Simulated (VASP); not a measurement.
The system is Fe.

```
Fe
1.0
     0.00000    2.51451    2.51451
     2.51451    0.00000    2.51451
     2.51451    2.51451    0.00000
Fe
2
Cartesian
  0.6286 0.6286 0.6286
  4.4004 4.4004 4.4004
```

The cell was built by a generator and needn't be a form met in nature.

| Item | Value |
| --- | --- |
| Program | VASP 6.6.1 |
| Task | relaxation of cell and atoms |
| Functional | BLYP |
| Potentials or basis | VASP PAW PBE potentials, release 64 (Fe) |
| Cutoff | 600 eV |
| k mesh | 11 × 11 × 11 |
| Occupations | fermi-dirac, width 0.1 eV |
| Spin | no spin polarisation |

At the start: pressure -6.9 GPa; volume 15.90 Å³/atom.

Question: Where does the relaxation end?

Answer: Over 3 steps the energy falls by 20.6 meV/atom and the volume is 15.00 Å³/atom (-5.7 %); space group Fd-3m (No. 227, to 0.05 Å).

The path:
```
step  energy change (eV)  largest force (eV/Å)  pressure (GPa)  volume (Å³)
   1              0.0000                0.0000           -6.92        31.80
   2             -0.0174                0.0000            6.32        28.74
   3             -0.0411                0.0000           -0.05        30.00
```

Final structure:
```
CELL_PARAMETERS angstrom
0.00000 2.46619 2.46619
2.46619 0.00000 2.46619
2.46619 2.46619 0.00000
ATOMIC_POSITIONS crystal
Fe 0.12500 0.12500 0.12500
Fe 0.87500 0.87500 0.87500
```

Caveat: the PAW data sets were made with another functional, which shifts forces and pressure a little; the run has no spin polarisation, though such a crystal can be magnetic.
